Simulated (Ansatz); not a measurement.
Crystal: Sc, fcc type, 1 atom in the cell.

Theory: Ansatz, r²SCAN, plane waves, PAW datasets (generated hard set).

Cutoff 700 eV; k-mesh 13×13×13 Γ-centred; Fermi–Dirac smearing of 0.1 eV; no spin polarisation.

The fit to the energies gives V₀ = 25.163 Å³/atom (a₀ = 4.652 Å), B₀ = 52.8 GPa, B₀′ = 2.75.

(1) What pressure does the program print at V = 22.711 Å³/atom, and how far above the lowest computed point (V = 24.933 Å³/atom) does the energy lie?

Results:

(1) 6.21 GPa and 44.25 meV/atom. All points:

| V (Å³/atom) | a (Å) | E − E(min) (meV/atom) | P (GPa) |
| --- | --- | --- | --- |
| 22.711 | 4.4954 | 44.25 | 6.21 |
| 23.452 | 4.5437 | 20.55 | 4.09 |
| 24.192 | 4.5910 | 6.13 | 2.19 |
| 24.933 | 4.6374 | 0.00 | 0.49 |
| 25.673 | 4.6829 | 1.31 | -1.03 |

The stress includes the program's correction for the finite plane-wave basis.

This cubic structure is a model: it isn't the usual form of the substance at ambient conditions, and such phases are metastable or hypothetical. Potentials made with PBE were used with another functional.
